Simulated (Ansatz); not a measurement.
# SnO₂: hydrostatic pressure series

Theory: DFT LDA, scalar-relativistic, plane waves, PAW in Ansatz. Run with 420 eV cutoff, 6×6×6 k-mesh, Gaussian smearing of 0.02 eV, no spin polarisation.

Reference structure (relaxed):

```
CELL_PARAMETERS angstrom
4.70345 0.00000 0.00000
0.00000 5.69517 0.00000
0.00000 0.00000 5.20433
ATOMIC_POSITIONS crystal
Sn 0.50000 0.66732 0.75000
Sn 0.00000 0.83268 0.25000
Sn 0.50000 0.33268 0.25000
Sn 0.00000 0.16732 0.75000
O 0.73102 0.60491 0.07763
O 0.23102 0.89509 0.92237
O 0.76898 0.89509 0.57763
O 0.26898 0.60491 0.42237
O 0.73102 0.39509 0.57763
O 0.23102 0.10491 0.42237
O 0.76898 0.10491 0.07763
O 0.26898 0.39509 0.92237
```

Cell and atoms are relaxed at each pressure within the symmetry of the start, at zero temperature, so transitions that lower the symmetry aren't seen. The k-mesh given is that at zero pressure and may differ at others. a, b and c are the lengths of the cell vectors above. Gaps are Kohn–Sham gaps over the whole zone.

```
P (GPa) V (Å³/atom) V/V0  a (Å) b (Å) c (Å)
     -2        11.74  1.010  4.719  5.718  5.221
      0        11.62  1.000  4.703  5.695  5.204
      2        11.50  0.990  4.689  5.673  5.188
      5        11.34  0.976  4.670  5.641  5.164
     10        11.09  0.955  4.646  5.588  5.126
     20        10.65  0.916  4.623  5.474  5.049
```

Question: What bulk modulus and pressure derivative fit these points?

Answer: A third-order Birch–Murnaghan fit gives B0 = 199 GPa and B0' = 3.3.

Question: Which cell vector or vectors give way most up to 20 GPa?

Answer: b: the changes are a -1.7 %, b -3.9 %, c -3.0 %.

Question: What does pressure do to the gap?

Answer: The gaps are 1.38 eV at -2 GPa, 1.50 eV at 0 GPa, 1.61 eV at 2 GPa, 1.75 eV at 5 GPa, 1.98 eV at 10 GPa, 2.37 eV at 20 GPa.

This form isn't the usual stable structure of the compound.